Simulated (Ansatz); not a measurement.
The system is Pt.

```
Pt
1.0
     0.00000    1.96090    1.96090
     1.96090    0.00000    1.96090
     1.96090    1.96090    0.00000
Pt
1
Direct
  0.00000 0.00000 0.00000
```

Base run:

* Program: Ansatz 0.2.0
* Functional: PBE
* Potentials or basis: Ansatz PAW
* Cutoff: 420 eV (not typed: the program's choice for these potentials)
* k mesh: 12 × 12 × 12
* Occupations: fermi-dirac, width 0.05 eV
* Spin: no spin polarisation

Its results: band gap on the k mesh none (metal or under the smearing width); pressure 10.3 GPa.

Question: The run is repeated on the same cell with these changes: k mesh from 12 × 12 × 12 to 5 × 5 × 5. What comes out?

Answer: Band gap on the k mesh none (metal or under the smearing width); pressure 15.2 GPa.

Caveats: some runs use coarse meshes; spin-orbit coupling is left out, which moves the levels of the heavy elements (some runs); so large a pressure means that the cell lies far from this level's equilibrium, or that cutoff or potentials fall short (some runs).
